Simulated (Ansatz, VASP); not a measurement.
InP: VASP beside Ansatz

INCAR

```
PREC = Accurate
ENCUT = 520
EDIFF = 1E-7
ISMEAR = -1
SIGMA = 0.05
LREAL = F
LASPH = T
NELM = 80
ALGO = Normal
ISIF = 2
LWAVE = F
LCHARG = F
GGA = PE
NBANDS = 16
```

File KPOINTS:

```
regular mesh
0
Gamma
  8 8 8
```

Contents of POSCAR:

```
InP
1.0
    0.0000000000      2.8052702047      2.8052702047
    2.8052702047      0.0000000000      2.8052702047
    2.8052702047      2.8052702047      0.0000000000
In P
1 1
Direct
    0.0000000000      0.0000000000      0.0000000000
    0.5000000000      0.5000000000      0.5000000000
```

File input.yaml:

```yaml
crystal:
  lattice:
    - [0.0, 2.8052702047, 2.8052702047]
    - [2.8052702047, 0.0, 2.8052702047]
    - [2.8052702047, 2.8052702047, 0.0]
  atoms:
    - { symbol: In, position: [0.0, 0.0, 0.0] }
    - { symbol: P, position: [0.5, 0.5, 0.5] }
hamiltonian:
  xc: pbe
  pseudopotentials: { kind: paw }
kpoints:
  mp_grid: { grid: [8, 8, 8] }
scf:
  occupations: { method: fermi_dirac, width: 0.05 }
output:
  forces: true
  stress: true
  eigenvalues: true
```

Change from the starting cell: volume scaled by 1.04.

Alike in both runs: task single point; functional PBE; k mesh 8 × 8 × 8; occupations fermi-dirac, width 0.05 eV; no spin polarisation.

```csv
,VASP,Ansatz
version,VASP 6.6.1,Ansatz 0.2.0
potentials or method,"VASP PAW PBE potentials, release 64 (In_d, P)",Ansatz PAW
plane-wave cutoff (eV),520,420
valence electrons in the cell,18,18
```

```tsv
	VASP	Ansatz	Ansatz less VASP
gap on the k mesh at the Fermi level (eV)	none	none	-
pressure (GPa)	-2.7	-2.7	+0.03
```

A gap of «none» marks a metal or a gap that the smearing closes.
